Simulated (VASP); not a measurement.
Here is a VASP 6.6.1 calculation.

Contents of INCAR:

```
ALGO = Normal ; EDIFF = 1E-8
ENCUT = 520 ; GGA = PE
ISIF = 2 ; ISMEAR = 0
KPAR = 2 ; LASPH = True
LCHARG = False ; LEPSILON = True
LREAL = False ; LWAVE = False
NELM = 80 ; PREC = Accurate
SIGMA = 0.03
```

KPOINTS

```
k-points
0
Monkhorst-Pack
  8 8 12
```

File POSCAR:

```
TiO2                                    
1.0
    4.5927071378      0.0000000000      0.0000000000
    0.0000000000      4.5927071378      0.0000000000
    0.0000000000      0.0000000000      2.9417409249
  Ti              O             
     2     4
Direct
     0.0000000000000000    0.0000000000000000    0.0000000000000000
     0.5000000000000000    0.5000000000000000    0.5000000000000000
     0.3043249358208021    0.3043249358208021    1.0000000000000000
     0.1956750641791979    0.8043249358208020    0.5000000000000000
     0.6956750641791980    0.6956750641791980    0.0000000000000000
     0.8043249358208020    0.1956750641791979    0.5000000000000000
```

Potentials or basis: VASP PAW PBE potentials, release 64 (Ti_sv, O).

Command:

```bash
$ cat potpaw_PBE.64/Ti_sv/POTCAR potpaw_PBE.64/O/POTCAR > POTCAR
$ mpirun -np 2 vasp_std > vasp.out
```

(1) Estimate the electronic dielectric tensor (diagonal).

(2) What does it give for the Born charges (mean of the diagonal)?

Results:

(1) 7.38, 7.38, 8.81.

(2) Ti +6.77; O -3.38 e.
